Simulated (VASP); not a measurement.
Runs of VASP 6.6.1 on GaP. It takes space group F-43m (No. 216, cubic). The conventional cell has a = 5.451 Å, b = 5.451 Å, c = 5.451 Å, α = 90.00°, β = 90.00°, γ = 90.00°. Ga (site symmetry -43m) has 4 P at 2.36 Å as nearest neighbours. Around P (site symmetry -43m) lie 4 Ga at 2.36 Å. 

```csv
task,level,cell,k mesh,cutoff (eV),share of exact exchange,grid for exact exchange (PRECFOCK),exchange at q = 0,mesh quality,gap on the mesh (eV),pressure (GPa),relaxed volume (Å³/atom)
single point,PBE0(alpha),as given,4 × 4 × 4,520,0.15,Fast,truncated,coarse,2.45,1.5,-
single point,PBE0(alpha),as given,4 × 4 × 4,520,0.2,Fast,truncated,coarse,(b),1.1,-
relaxation of cell and atoms,vdW-DF-cx,relaxed,8 × 8 × 8,600,-,-,-,not flagged,1.58,-0.1,-
relaxation of cell and atoms,SCAN,relaxed,8 × 8 × 8,600,-,-,-,not flagged,1.87,0.0,20.19
single point,PBE0(alpha),as given,4 × 4 × 4,520,0.05,Fast,truncated,coarse,1.90,2.5,-
relaxation of cell and atoms,PW91,relaxed,8 × 8 × 8,600,-,-,-,not flagged,1.57,0.0,20.84
single point,PBE0(alpha),as given,4 × 4 × 4,520,0.5,Fast,truncated,coarse,4.45,-1.3,-
relaxation of cell and atoms,BLYP,relaxed,8 × 8 × 8,600,-,-,-,not flagged,1.05,0.0,(a)
single point,PBE0(alpha),as given,4 × 4 × 4,520,0.1,Fast,truncated,coarse,2.17,2.0,-
relaxation of cell and atoms,rev-vdW-DF2,relaxed,8 × 8 × 8,600,-,-,-,not flagged,1.57,0.0,20.53
single point,PBE0(alpha),as given,4 × 4 × 4,520,0.3,Fast,truncated,coarse,3.29,0.2,-
single point,PBE0(alpha),as given,4 × 4 × 4,520,0.4,Fast,truncated,coarse,3.87,(c),-
```

Alike in all rows: potentials or basis VASP PAW PBE potentials, release 64 (Ga_d, P); no spin polarisation; smearing fermi-dirac 0.05 eV.

Question: Estimate the missing entries.

Answer: (a) 21.97; (b) 2.73; (c) -0.6.

Caveats: some runs use coarse meshes; the PAW data sets were made with another functional, which shifts forces and pressure a little; the relaxation stopped at its first step, so nothing moved (some runs).

A k mesh can miss the band edges, and the runs leave out spin-orbit coupling on Ga.

Runs at the PBE level aren't shown here.
